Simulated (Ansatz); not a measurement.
The system is TaN.

```
Ta N
1.0
     5.18500    0.00000    0.00000
    -2.59250    4.49034    0.00000
     0.00000    0.00000    2.90800
Ta N
3 3
Direct
  0.00000 0.00000 0.00000
  0.33333 0.66667 0.50000
  0.66667 0.33333 0.50000
  0.50000 0.00000 0.00000
  0.50000 0.50000 0.00000
  0.00000 0.50000 0.00000
```

| Property | Result |
| --- | --- |
| Program | Ansatz 0.2.0 |
| Task | relaxation of cell and atoms |
| Functional | PBE |
| Potentials or basis | Ansatz PAW |
| Cutoff | 420 eV (not typed: the program's choice for these potentials) |
| k mesh | 6 × 6 × 9 |
| Occupations | fermi-dirac, width 0.05 eV |
| Spin | no spin polarisation |
| Hubbard terms | Ta d U = 4 eV |

At the start: volume 11.28 Å³/atom.

Where does the relaxation end?

It ends after 7 steps and the volume is 11.83 Å³/atom (+4.8 %); space group P6/mmm (No. 191, to 0.05 Å).

Step by step:
```
step  energy change (eV)  largest force (eV/Å)  volume (Å³)
   1              0.0000                0.0000        67.71
   2             -0.0850                0.0000        72.38
   3             -0.1225                0.0000        71.03
   4             -0.1233                0.0000        70.89
   5             -0.1349                0.0000        70.89
   6             -0.1348                0.0000        70.96
   7             -0.1350                0.0000        70.96
```

Final structure:
```xyz
6
Lattice="5.2871 0.0000 0.0000 -2.6436 4.5788 0.0000 0.0000 0.0000 2.9312" Properties=species:S:1:pos:R:3 pbc="T T T"
Ta    0.0000    0.0000    0.0000
Ta    0.0000    3.0525    1.4656
Ta    2.6436    1.5263    1.4656
N     2.6436    0.0000    0.0000
N     1.3218    2.2894    0.0000
N    -1.3218    2.2894    0.0000
```

Caveat: the plane-wave basis is chosen anew once the cell has moved, so the energies of steps on either side of that aren't comparable; the pressure holds a Pulay correction of +0.4 GPa for the finite cutoff; U without spin polarisation on a metal has little footing.
